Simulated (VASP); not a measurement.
Write the native input for VASP 6.6.1 that does the following.

| Property | Result |
| --- | --- |
| Task | relaxation of the atoms |
| Functional | PBE |
| Dispersion | D3(BJ) |
| Potentials or basis | VASP PAW PBE potentials, release 64 (Ca_sv, F) |
| Cutoff | 600 eV |
| k mesh | 8 × 8 × 8 |
| Occupations | gaussian, width 0.03 eV |
| Spin | no spin polarisation |
| Further INCAR settings | ALGO = Normal; EDIFF = 1e-07; IBRION = 2; EDIFFG = -0.01; NSW = 40 |

The structure of CaF2 (Fluorite) lies in POSCAR:

```
CaF2                                    
1.0
    0.0000000000      2.7729190033      2.7729190033
    2.7729190033      0.0000000000      2.7729190033
    2.7729190033      2.7729190033      0.0000000000
  Ca              F             
     1     2
Direct
     0.0000000000000000    0.0000000000000000    0.0000000000000000
     0.2500000000000000    0.2500000000000000    0.2500000000000000
     0.7500000000000000    0.7500000000000000    0.7500000000000000
```

The cell isn't the ideal one: a relaxed cell with its volume scaled by 1.04.

One way to write it, as run:

INCAR

```
PREC = Accurate ; ENCUT = 600
EDIFF = 1E-7 ; ISMEAR = 0
SIGMA = 0.03 ; LREAL = F
LASPH = T ; NELM = 80
ALGO = Normal ; ISIF = 2
LWAVE = F ; LCHARG = F
GGA = PE ; IVDW = 12
IBRION = 2 ; NSW = 40
EDIFFG = -0.01
```

KPOINTS

```
Automatic mesh
0
Gamma
  8 8 8
```

Potentials or basis: VASP PAW PBE potentials, release 64 (Ca_sv, F).

The run is started by

```console
$ cat potpaw_PBE.64/Ca_sv/POTCAR potpaw_PBE.64/F/POTCAR > POTCAR
$ mpirun -np 1 vasp_std > vasp.out
```

It gave:

* Pressure after relaxing: -3.0 GPa
* Band gap on the k mesh: 7.01 eV, indirect (least direct gap 7.26 eV)
* Dispersion energy per atom: -0.149 eV

Caveat: the relaxation stopped at its first step, so nothing moved.

Run time: 14 s on 1 thread of Intel(R) Xeon(R) 6975P-C (Granite Rapids), with other jobs on the host, peak memory 0.19 GiB.
